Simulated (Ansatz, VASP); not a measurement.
One calculation of BaTiO3, two programs

INCAR

```
SYSTEM = BaTiO3
PREC = Accurate ; ENCUT = 520
EDIFF = 1E-6 ; ISMEAR = -1
SIGMA = 0.05 ; LREAL = .False.
LASPH = .True. ; NELM = 80
ALGO = Normal ; ISIF = 2
LWAVE = .False. ; LCHARG = .False.
GGA = PE ; NBANDS = 28
```

Contents of KPOINTS:

```
regular mesh
0
Gamma
  5 5 5
  0 0 0
```

File POSCAR:

```
BaTiO3
1.0
    3.9998000000     -0.0399980000      0.0000000000
   -0.0399980000      3.9998000000      0.0000000000
    0.0000000000      0.0000000000      4.0180000000
Ba Ti O
1 1 3
Direct
    0.0000000000      0.0000000000      0.0000000000
    0.5000000000      0.5000000000      0.4900000000
    0.0000000000      0.5000000000      0.5170000000
    0.5000000000      0.0000000000      0.5170000000
    0.5000000000      0.5000000000      0.0190000000
```

Contents of input.yaml:

```yaml
crystal:
  lattice:
    - [3.9998, -0.039998, 0.0]
    - [-0.039998, 3.9998, 0.0]
    - [0.0, 0.0, 4.018]
  atoms:
    - { symbol: Ba, position: [0.0, 0.0, 0.0] }
    - { symbol: Ti, position: [0.5, 0.5, 0.49] }
    - { symbol: O, position: [0.0, 0.5, 0.517] }
    - { symbol: O, position: [0.5, 0.0, 0.517] }
    - { symbol: O, position: [0.5, 0.5, 0.019] }
hamiltonian:
  xc: pbe
  pseudopotentials: { kind: paw }
kpoints:
  mp_grid: { grid: [5, 5, 5] }
scf:
  occupations: { method: fermi_dirac, width: 0.05 }
output:
  forces: true
  stress: true
  eigenvalues: true
  write_density: true
  write_potential: true
  elf: true
  volumetric_format: npy
```

Alike in both runs: task single point; functional PBE; k mesh 5 × 5 × 5; occupations fermi-dirac, width 0.05 eV; no spin polarisation.

|  | VASP | Ansatz |
| --- | --- | --- |
| version | VASP 6.6.1 | Ansatz 0.2.0 |
| potentials or method | VASP PAW PBE potentials, release 64 (Ba_sv, Ti_sv, O) | Ansatz PAW |
| plane-wave cutoff (eV) | 520 | 420 |
| valence electrons in the cell | 40 | 40 |

|  | VASP | Ansatz | Ansatz less VASP |
| --- | --- | --- | --- |
| gap on the k mesh at the Fermi level (eV) | 1.92 | 1.97 | +0.050 |
| least direct gap on the mesh (eV) | 1.99 | 2.01 | +0.027 |
| pressure (GPa) | 4.2 | 2.5 | -1.78 |
| largest component of the traceless stress (GPa) | 2.51 | 2.44 | -0.072 |
| rms of the force components (eV/Å) | 0.092 | 0.099 | +0.0075 |

Atom by atom the forces differ by 0.016 eV/Å (rms over components).

Caveats: spin-orbit coupling is left out, which moves the levels of the heavy elements; an odd mesh through Γ misses points on the zone boundary, where band edges often lie (VASP); odd divisions of the mesh miss points on the zone boundary, where band edges often lie, so the gap on the mesh can be too wide (Ansatz); the pressure holds a Pulay correction of +0.5 GPa for the finite cutoff (Ansatz). As with any semilocal functional, this PBE gap is likely too small.
